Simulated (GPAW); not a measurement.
# Hf (P6_3/mmc) in GPAW: notebook

One crystal, Hf, is run at these levels: PBEint, vdW-DF2, TASK, PBE+U, SCAN; tasks: band structure, equation of state.

All numbers are computed with GPAW 26.7.0; they aren't measurements. Logs are shortened: lines on timing, memory, paths and dates and some standing lists are left out, and cuts for length are marked. The log counts tension as positive stress, the text compression.

### Step 1. The crystal as given

Symmetry: P6_3/mmc, No. 194, hexagonal system. The conventional cell has a = 3.197 Å, b = 3.197 Å, c = 5.058 Å, α = 90.00°, β = 90.00°, γ = 120.00°. Hf (site symmetry -6m2) has 12 Hf at 3.13 to 3.20 Å as nearest neighbours.

### Step 2. Band structure, PBEint, spin-orbit coupling, no magnetisation

run.py reads:

```python
import numpy as np
from ase.dft.bandgap import bandgap
from ase.io import read, write
from ase.units import GPa
from gpaw import GPAW, PW, setup_paths
from gpaw.spinorbit import soc_eigenstates

setup_paths.insert(0, '.')

atoms = read('POSCAR')

calc = GPAW(mode=PW(600),
            xc='GGA_X_PBEINT+GGA_C_PBEINT',
            kpts={'size': (7, 7, 4), 'gamma': True},
            occupations={'name': 'fermi-dirac', 'width': 0.05},
            nbands=24,
            convergence={'density': 1e-05, 'energy': 1e-05},
            maxiter=150,
            txt='gpaw.txt')
atoms.calc = calc
energy = atoms.get_potential_energy()
forces = atoms.get_forces()
stress = atoms.get_stress()
calc.write('gs.gpw')
write('result.traj', atoms)
print(f'Energy: {energy:.6f} eV')
print('Forces (eV/A):')
print(forces.round(4))
print('Stress (GPa):', (stress / GPa).round(3))
print('Fermi level:', round(calc.get_fermi_level(), 4), 'eV')
print(f'Gap: {bandgap(calc)[0]:.4f} eV, direct: {bandgap(calc, direct=True)[0]:.4f} eV')

path = atoms.cell.bandpath('GMKGALHA,LM,KH', npoints=100, eps=1e-4)
bs_calc = calc.fixed_density(kpts=path, symmetry='off', nbands=36,
                             convergence={'bands': 'CBM+6.0', 'eigenstates': 1e-6}, txt='bands.txt')
bs = bs_calc.band_structure()
bs.write('bs.json')
print(f'Gap on the path: {bandgap(bs_calc)[0]:.4f} eV')

soc = soc_eigenstates(bs_calc, theta=0, phi=0)
np.savetxt('soc_bands.dat', soc.eigenvalues(), fmt='%.4f')
mesh = soc_eigenstates('gs.gpw', theta=0, phi=0)
np.savetxt('soc_mesh.dat', mesh.eigenvalues(), fmt='%.4f')
print('Fermi level with spin-orbit coupling:', round(mesh.fermi_level, 4), 'eV')
```

POSCAR reads:

```
Hf
1.0
    3.1967000000      0.0000000000      0.0000000000
   -1.5983500000      2.7684234083      0.0000000000
    0.0000000000      0.0000000000      5.0578000000
Hf
2
Direct
    0.6666666667      0.3333333333      0.7500000000
    0.3333333333      0.6666666667      0.2500000000
```

Potentials or basis: PAW data sets generated in the run's folder for this functional, pw.

The run is started by

```console
> gpaw-setup -f GGA_X_PBEINT+GGA_C_PBEINT Hf
> OMP_NUM_THREADS=1 python run.py
```

gpaw.txt:

```text
__  _  _
 | _ |_)|_||  |
 |__||  | ||/\| - 26.7.0

Input parameters:
  mode=PW(ecut=600.0),
  convergence={'density': 1e-05, 'energy': 1e-05},
  kpts=MonkhorstPack(size=(7, 7, 4), gamma=True),
  maxiter=150,
  nbands=24,
  occupations=Occupations(name='fermi-dirac', width=0.05),
  xc=XC(name='GGA_X_PBEINT+GGA_C_PBEINT')

Diagonalizing LCAO Hamiltonian
Converting LCAO to pw mode

           Hf

        Hf

Atoms  # Å, Bohr magnetons
|   | symbol |         x |        y |        z |    initial magnetic moments |
|---|--------|-----------|----------|----------|-----------------------------|
| 0 |     Hf |  1.598350 | 0.922808 | 3.793350 | ( 0.0000,  0.0000,  0.0000) |
| 1 |     Hf | -0.000000 | 1.845616 | 1.264450 | ( 0.0000,  0.0000,  0.0000) |

Unit cell  # Å
| periodic |         x |        y |        z |  lengths |     angles |
|----------|-----------|----------|----------|----------|------------|
|      yes |  3.196700 | 0.000000 | 0.000000 | 3.196700 |  90.000000 |
|      yes | -1.598350 | 2.768423 | 0.000000 | 3.196700 |  90.000000 |
|      yes |  0.000000 | 0.000000 | 5.057800 | 5.057800 | 120.000000 |

Number of symmetries: 12
Symmetry operations  # r_c * U_cc + t_c -> r_c
|    | kind |            matrix            |
|----|------|------------------------------|
|  0 |  σ   |  1, 1, 0,  0,-1, 0,  0, 0, 1 |
|  1 |  S6  |  1, 1, 0, -1, 0, 0,  0, 0,-1 |
|  2 |  E   |  1, 0, 0,  0, 1, 0,  0, 0, 1 |
|  3 |  C2  |  1, 0, 0, -1,-1, 0,  0, 0,-1 |
|  4 |  C2  |  0, 1, 0,  1, 0, 0,  0, 0,-1 |
|  5 |  C3  |  0, 1, 0, -1,-1, 0,  0, 0, 1 |
|  6 |  S6  |  0,-1, 0,  1, 1, 0,  0, 0,-1 |
|  7 |  σ   |  0,-1, 0, -1, 0, 0,  0, 0, 1 |
|  8 |  σ   | -1, 0, 0,  1, 1, 0,  0, 0, 1 |
|  9 |  i   | -1, 0, 0,  0,-1, 0,  0, 0,-1 |
| 10 |  C3  | -1,-1, 0,  1, 0, 0,  0, 0, 1 |
| 11 |  C2  | -1,-1, 0,  0, 1, 0,  0, 0,-1 |

BZ-sampling:
  Number of BZ points: 196
  Number of IBZ points: 28

  Monkhorst-Pack size: [7, 7, 4]
  Monkhorst-Pack shift: [0.0, 0.0, 0.125]

K-points  # in reciprocal-cell coordinates
|     |                                coordinates |     weight |
|-----|--------------------------------------------|------------|
|   0 | (  0.00000000,   0.00000000,   0.00000000) | 0.00510204 |
|   1 | (  0.00000000,   0.00000000,   0.25000000) | 0.01020408 |
|   2 | (  0.00000000,   0.00000000,   0.50000000) | 0.00510204 |
|   3 | (  0.14285714,   0.00000000,  -0.25000000) | 0.03061224 |
|   4 | (  0.14285714,   0.00000000,   0.00000000) | 0.03061224 |
|   5 | (  0.14285714,   0.00000000,   0.25000000) | 0.03061224 |
|   6 | (  0.14285714,   0.00000000,   0.50000000) | 0.03061224 |
|   7 | (  0.28571429,  -0.14285714,   0.00000000) | 0.03061224 |
|   8 | (  0.28571429,  -0.14285714,   0.25000000) | 0.06122449 |
|   9 | (  0.28571429,  -0.14285714,   0.50000000) | 0.03061224 |
| ... |                                            |            |
|  27 | (  0.42857143,   0.42857143,   0.50000000) | 0.03061224 |

Plane wave coefficients: 1518
Cutoff: 600.0 eV

Spin-components: 1 (collinear spins)
Bands:           24
Projectors:      12
Spin-degeneracy: 2
Datatype:        complex128

Parallelization:
  kpt:    1
  domain: 1
  band:   1

Density:
  Valence electrons: 24.0
  Components: 1
  Grid points: [20 20 30]
  Charge: 0.0  # |e|

Potential:
  Grid points: [20 20 30]

species:
  Hf:
    name:    Hafnium
    Z:       72.0
    valence: 12
    core:    60
    charge:  0.0  # [|e|]
    compensation charges:
      type: gauss
      rc: 0.41  # [Å]
      lmax: 2
    cutoffs:
      filter: 2.36  # [Å]
      core: 4.02  # [Å]
    projectors
    | kind |    occ | energy [eV] | rcut [Å] |
    |------|--------|-------------|----------|
    |   5s |  2.000 |     -66.831 |    1.397 |
    |   6s |  2.000 |      -5.063 |    1.397 |
    |   5p |  6.000 |     -35.591 |    1.307 |
    |   6p |  0.000 |      -1.357 |    1.307 |
    |   5d |  2.000 |      -2.670 |    1.334 |
    |    d |        |      24.541 |    1.334 |

    Using partial waves for Hf as LCAO basis

Reference energy: -819531.307592  # eV

eigensolver:
  PPCG
  Converge bands: occupied
  niter=2

density mixing:
  MSR1-Mixer
  Pratt-step length: 0.05
  Maximum mixing coefficient: 0.75
  Old densities: 10
  SVD Regularization: 0.005
  Good broyden scale: 1.0
  Trust region scale: 1.0
  Backstep threshold: 4.0
  History deletion threshold: 6.0
  Fourier metric: weight=20.0, sigma=0.015

occupation numbers:
  Fermi-Dirac:
    width: 0.0500  # eV

poisson solver:
  ecut: 4800.0  # eV

xc functional:
  name: GGA_X_PBEINT+GGA_C_PBEINT with 2 nearest neighbor stencil

convergence criteria:
[... 6 lines left out ...]
|iter     | |      energy | eigst |  dens |
|---------|-|-------------|-------|-------|
|iter:   1| |  -16.109464 | -0.17 |       |
|iter:   2| |  -16.068245 | -2.77 | -1.25 |
|iter:   3| |  -15.840340 | -1.61 | -1.28 |
|iter:   4| |  -15.845319 | -2.98 | -1.91 |
|iter:   5| |  -15.846896 | -4.30 | -2.37 |
|iter:   6| |  -15.846918 | -5.97 | -3.48 |
|iter:   7| |  -15.846921c| -7.49c| -4.05 |
|iter:   8| |  -15.846920c| -7.61c| -4.84 |
|iter:   9| |  -15.846920c| -8.47c| -5.97c|

Converged in 9 steps
Energy contributions relative to reference atoms: (reference = -819531.307592)

Energy contributions:
  Kinetic:          11.666935
  Coulomb:         -11.364774
  Zero:             -1.006314
  External:          0.000000
  Xc:              -15.136700
  Entropy:          -0.012135
  Spinorbit:         0.000000
  ----------------------------
  Free energy:     -15.852988
  Extrapolated:    -15.846920

dipole moment: (-0.000013, -0.000023, -0.000042)  # |e|*Ang

Fermi level: 9.934
Eigenvalues  # (at kpt = [0.000, 0.000, 0.000])
| band index |      eig [eV] | occ [0-2] |
|------------|---------------|-----------|
|          0 |       -51.887 |     2.000 |
|        ... |               |           |
|          2 |       -21.195 |     2.000 |
|          3 |       -20.471 |     2.000 |
|          4 |       -20.471 |     2.000 |
|          5 |       -20.344 |     2.000 |
|          6 |       -20.344 |     2.000 |
|          7 |       -20.333 |     2.000 |
[... 8 lines left out ...]
|         16 |        12.521 |     0.000 |
|         17 |        12.521 |     0.000 |
|        ... |               |           |
|         23 |        27.510 |     0.000 |

No gap
No difference between direct/indirect transitions

Forces  # eV/Ang
|        x |       y |        z |
|----------|---------|----------|
| -0.00000 | 0.00000 | -0.00000 |  # Hf   0
|  0.00000 | 0.00000 |  0.00000 |  # Hf   1

Stress tensor  # eV/Ang^3
|         x |        y |        z |
|-----------|----------|----------|
|  0.012276 | 0.000000 | 0.000000 |
| -0.000000 | 0.012276 | 0.000000 |
|  0.000000 | 0.000000 | 0.004406 |

# Writing to gs.gpw (mode='')
```

It took 57 s on 1 thread of Arm Neoverse V1, shared host; peak memory 0.33 GiB.

Results:

```
Free energy             : -15.8530 eV
Pressure                : -1.5 GPa
Band gap along the path : none (metal or under the smearing width)
```

Stress tensor (GPa, compression positive):
```
-1.97  0.00  0.00
 0.00 -1.97  0.00
 0.00  0.00 -0.71
```

Levels at the corners of the path, in eV from the Fermi level:
```tsv
point	band 22	band 23	band 24	band 25	band 26	band 27
Γ	0.61	0.91	0.91	1.31	1.31	1.33
M	-2.30	-0.81	-0.81	0.66	0.66	0.78
K	-1.62	-1.52	-1.52	0.25	0.25	0.35
Γ	0.61	0.91	0.91	1.31	1.31	1.33
A	0.08	0.09	0.09	0.84	0.84	0.85
L	-1.04	-1.04	-1.04	1.10	1.10	1.10
H	-1.71	-1.35	-1.35	-0.42	-0.42	-0.05
A	0.08	0.09	0.09	0.84	0.84	0.85
L	-1.04	-1.04	-1.04	1.10	1.10	1.10
M	-2.30	-0.81	-0.81	0.66	0.66	0.78
K	-1.62	-1.52	-1.52	0.25	0.25	0.35
H	-1.71	-1.35	-1.35	-0.42	-0.42	-0.05
```

Caveat: spin-orbit coupling was added after a scalar SCF, so levels and gaps hold it while energy, forces, pressure and moments don't; this program's spin-orbit splittings come out too wide for heavy elements.

### Step 3. Equation of state, vdW-DF2

run.py reads:

```python
from ase.eos import EquationOfState
from ase.io import Trajectory, read
from ase.units import GPa
from gpaw import GPAW, PW

atoms = read('Hf.cif')

traj = Trajectory('eos.traj', 'w')
volumes, energies = [], []
for x in [0.94, 0.96, 0.98, 1.0, 1.02, 1.04, 1.06]:
    a = atoms.copy()
    a.set_cell(atoms.cell * x**(1 / 3), scale_atoms=True)
    calc = GPAW(mode=PW(600),
                xc={'name': 'vdW-DF2', 'backend': 'libvdwxc'},
                kpts={'size': (7, 7, 4), 'gamma': True},
                occupations={'name': 'fermi-dirac', 'width': 0.05},
                nbands=24,
                convergence={'density': 1e-05, 'energy': 1e-05},
                maxiter=150,
                txt=f'eos-{x:.2f}.txt')
    a.calc = calc
    energies.append(a.get_potential_energy(force_consistent=True))
    volumes.append(a.get_volume())
    calc.write(f'eos-{x:.2f}.gpw')
    traj.write(a)
    print(f'{x:.2f} {volumes[-1]:10.4f} A^3 {energies[-1]:14.6f} eV', flush=True)

v0, e0, B = EquationOfState(volumes, energies, eos='birchmurnaghan').fit()
print(f'V0 = {v0:.4f} A^3, E0 = {e0:.6f} eV, B0 = {B / GPa:.2f} GPa')
```

Hf.cif reads:

```cif
data_Hf
_cell_length_a 3.19670000
_cell_length_b 3.19670000
_cell_length_c 5.05780000
_cell_angle_alpha 90.00000000
_cell_angle_beta 90.00000000
_cell_angle_gamma 120.00000000
_space_group_name_H-M_alt 'P1'
_space_group_name_Hall 'P 1'
_space_group_IT_number 1
loop_
_space_group_symop_operation_xyz
'x,y,z'
loop_
_atom_site_label
_atom_site_type_symbol
_atom_site_symmetry_multiplicity
_atom_site_Wyckoff_symbol
_atom_site_fract_x
_atom_site_fract_y
_atom_site_fract_z
_atom_site_occupancy
Hf1 Hf 1 a 0.6666666667 0.3333333333 0.7500000000 1
Hf2 Hf 1 a 0.3333333333 0.6666666667 0.2500000000 1
```

Potentials or basis: GPAW PAW data sets (gpaw-data 1.2.1), pw.

The run is started by

```console
> OMP_NUM_THREADS=1 python run.py
```

Wall time 2.1 min (1 thread of Arm Neoverse V1, shared host); peak memory 0.3 GiB.

The run converged. Its results:

```yaml
Equilibrium_volume: "23.81 Å³/atom (rough: see the caveat)"
Bulk_modulus_at_fixed_shape_and_positions: 107 GPa (rough)
```

Energy against volume, from the lowest point:
| volume (Å³/atom) | energy (meV/atom) |
| --- | --- |
| 21.037 | 128.05 |
| 21.485 | 87.47 |
| 21.933 | 55.51 |
| 22.380 | 31.22 |
| 22.828 | 14.34 |
| 23.276 | 4.11 |
| 23.723 | 0.00 |

Caveat: the minimum lies outside the volumes run; the cell was scaled at fixed shape and fractional positions, which overstates the stiffness of a crystal with free parameters, most of all of layers and chains; the PAW data sets were made with another functional, which shifts forces and pressure a little. Spin-orbit coupling is left out, which matters for the levels of Hf.

### Step 4. Band structure, TASK, spin-orbit coupling, no magnetisation

run.py reads:

```python
import numpy as np
from ase.dft.bandgap import bandgap
from ase.io import read, write
from ase.units import GPa
from gpaw import GPAW, PW
from gpaw.spinorbit import soc_eigenstates

atoms = read('Hf.xyz')

calc = GPAW(mode=PW(600),
            xc='MGGA_X_TASK+LDA_C_PW',
            kpts={'size': (7, 7, 4), 'gamma': True},
            occupations={'name': 'fermi-dirac', 'width': 0.05},
            nbands=24,
            convergence={'density': 1e-05, 'energy': 1e-05},
            maxiter=150,
            txt='gpaw.txt')
atoms.calc = calc
energy = atoms.get_potential_energy()
forces = atoms.get_forces()
stress = atoms.get_stress()
calc.write('gs.gpw')
write('result.traj', atoms)
print(f'Energy: {energy:.6f} eV')
print('Forces (eV/A):')
print(forces.round(4))
print('Stress (GPa):', (stress / GPa).round(3))
print('Fermi level:', round(calc.get_fermi_level(), 4), 'eV')
print(f'Gap: {bandgap(calc)[0]:.4f} eV, direct: {bandgap(calc, direct=True)[0]:.4f} eV')

path = atoms.cell.bandpath('GMKGALHA,LM,KH', npoints=60, eps=1e-4)
bs_calc = calc.fixed_density(kpts=path, symmetry='off', nbands=36,
                             convergence={'bands': 'CBM+6.0', 'eigenstates': 1e-6}, txt='bands.txt')
bs = bs_calc.band_structure()
bs.write('bs.json')
print(f'Gap on the path: {bandgap(bs_calc)[0]:.4f} eV')

soc = soc_eigenstates(bs_calc, theta=54.7, phi=45, ignore_xc_potential=True)
np.savetxt('soc_bands.dat', soc.eigenvalues(), fmt='%.4f')
mesh = soc_eigenstates('gs.gpw', theta=54.7, phi=45, ignore_xc_potential=True)
np.savetxt('soc_mesh.dat', mesh.eigenvalues(), fmt='%.4f')
print('Fermi level with spin-orbit coupling:', round(mesh.fermi_level, 4), 'eV')
```

Hf.xyz reads:

```xyz
2
Lattice="3.1967000000 0.0000000000 0.0000000000 -1.5983500000 2.7684234083 0.0000000000 0.0000000000 0.0000000000 5.0578000000" Properties=species:S:1:pos:R:3 pbc="T T T"
Hf     1.5983500002      0.9228078027      3.7933500000
Hf    -0.0000000002      1.8456156056      1.2644500000
```

Potentials or basis: GPAW PAW data sets (gpaw-data 1.2.1), pw.

The run is started by

```console
> OMP_NUM_THREADS=1 python run.py
```

gpaw.txt:

```text
__  _  _
 | _ |_)|_||  |
 |__||  | ||/\| - 26.7.0

Input parameters:
  mode=PW(ecut=600.0),
  convergence={'density': 1e-05, 'energy': 1e-05},
  kpts=MonkhorstPack(size=(7, 7, 4), gamma=True),
  maxiter=150,
  nbands=24,
  occupations=Occupations(name='fermi-dirac', width=0.05),
  xc=XC(name='MGGA_X_TASK+LDA_C_PW')

Diagonalizing LCAO Hamiltonian
Converting LCAO to pw mode

           Hf

        Hf

Atoms  # Å, Bohr magnetons
|   | symbol |         x |        y |        z |    initial magnetic moments |
|---|--------|-----------|----------|----------|-----------------------------|
| 0 |     Hf |  1.598350 | 0.922808 | 3.793350 | ( 0.0000,  0.0000,  0.0000) |
| 1 |     Hf | -0.000000 | 1.845616 | 1.264450 | ( 0.0000,  0.0000,  0.0000) |

Unit cell  # Å
| periodic |         x |        y |        z |  lengths |     angles |
|----------|-----------|----------|----------|----------|------------|
|      yes |  3.196700 | 0.000000 | 0.000000 | 3.196700 |  90.000000 |
[... 147 lines left out ...]
Energy contributions relative to reference atoms: (reference = -819772.230551)

Energy contributions:
  Kinetic:          64.179930
  Coulomb:         -60.380061
  Zero:             -1.144133
  External:          0.000000
  Xc:               98.265663
  Entropy:          -0.009548
  Spinorbit:         0.000000
  ----------------------------
  Free energy:     100.911850
  Extrapolated:    100.916625

dipole moment: (-0.000013, -0.000023, -0.000042)  # |e|*Ang

Fermi level: 10.038
Eigenvalues  # (at kpt = [0.000, 0.000, 0.000])
| band index |      eig [eV] | occ [0-2] |
|------------|---------------|-----------|
|          0 |       -56.168 |     2.000 |
|        ... |               |           |
|          2 |       -23.937 |     2.000 |
|          3 |       -23.132 |     2.000 |
|          4 |       -23.132 |     2.000 |
|          5 |       -23.000 |     2.000 |
|          6 |       -23.000 |     2.000 |
|          7 |       -22.996 |     2.000 |
[... 8 lines left out ...]
|         16 |        13.184 |     0.000 |
|         17 |        13.184 |     0.000 |
|        ... |               |           |
|         23 |        26.084 |     0.000 |

No gap
No difference between direct/indirect transitions

Forces  # eV/Ang
|        x |        y |        z |
|----------|----------|----------|
| -0.00000 |  0.00000 | -0.00000 |  # Hf   0
|  0.00000 | -0.00000 |  0.00000 |  # Hf   1

Stress tensor  # eV/Ang^3
|         x |         y |         z |
|-----------|-----------|-----------|
| -0.032121 | -0.000000 |  0.000000 |
| -0.000000 | -0.032121 |  0.000000 |
|  0.000000 |  0.000000 | -0.031506 |

# Writing to gs.gpw (mode='')
```

stdout:

```text
Energy: 100.916625 eV
Forces (eV/A):
[[-0.  0. -0.]
 [ 0. -0.  0.]]
Stress (GPa): [-5.146 -5.146 -5.048  0.     0.    -0.   ]
Fermi level: 10.0382 eV
Gap: 0.0000 eV, direct: 0.0000 eV
Gap on the path: 0.0000 eV
Fermi level with spin-orbit coupling: 10.0252 eV
```

bands.txt:

```text
Diagonalizing LCAO Hamiltonian
Converting LCAO to pw mode
convergence criteria:
- Maximum integral of absolute [eigenst]ate change: 1e-06 eV^2 / valence electron
maximum number of iterations: 150

SCF iterations
|iter     | |      energy | eigst |  dens |
|---------|-|-------------|-------|-------|
[... 65 lines left out ...]
         [0.5       , 0.        , 0.125     ],
         [0.5       , 0.        , 0.        ],
         [0.33333333, 0.33333333, 0.        ],
         [0.33333333, 0.33333333, 0.1       ],
         [0.33333333, 0.33333333, 0.2       ],
         [0.33333333, 0.33333333, 0.3       ],
         [0.33333333, 0.33333333, 0.4       ],
         [0.33333333, 0.33333333, 0.5       ]])),
  maxiter=150,
  nbands=36,
  occupations=Occupations(name='fermi-dirac', width=0.05),
  symmetry=Symmetry(point_group=False, time_reversal=False),
  xc=XC(name='MGGA_X_TASK+LDA_C_PW')
```

Wall time 2.3 min (1 thread of Arm Neoverse V1, shared host); peak memory 0.38 GiB.

What came out:

| Quantity | Value |
| --- | --- |
| Free energy | 100.9119 eV |
| Pressure | 5.1 GPa |
| Band gap along the path | none (metal or under the smearing width) |

Levels at the corners of the path, in eV from the Fermi level:
```csv
point,band 21,band 22,band 23,band 24,band 25,band 26,band 27,band 28
Γ,0.27,0.27,1.19,1.19,1.62,1.62,1.68,1.68
M,-2.55,-2.55,-1.20,-1.19,0.90,0.90,1.07,1.07
K,-1.98,-1.98,-1.76,-1.76,0.39,0.39,0.52,0.52
Γ,0.27,0.27,1.19,1.19,1.62,1.62,1.68,1.68
A,0.08,0.08,0.08,0.08,1.15,1.15,1.15,1.15
L,-1.17,-1.17,-1.17,-1.17,1.06,1.06,1.06,1.06
H,-1.76,-1.76,-1.60,-1.60,-0.72,-0.72,-0.35,-0.35
A,0.08,0.08,0.08,0.08,1.15,1.15,1.15,1.15
L,-1.17,-1.17,-1.17,-1.17,1.06,1.06,1.06,1.06
M,-2.55,-2.55,-1.20,-1.19,0.90,0.90,1.07,1.07
K,-1.98,-1.98,-1.76,-1.76,0.39,0.39,0.52,0.52
H,-1.76,-1.76,-1.60,-1.60,-0.72,-0.72,-0.35,-0.35
```

Caveat: spin-orbit coupling was added after a scalar SCF, so levels and gaps hold it while energy, forces, pressure and moments don't; this program's spin-orbit splittings come out too wide for heavy elements; the PAW data sets were made with another functional, which shifts forces and pressure a little.

[end of part 1 of 2]
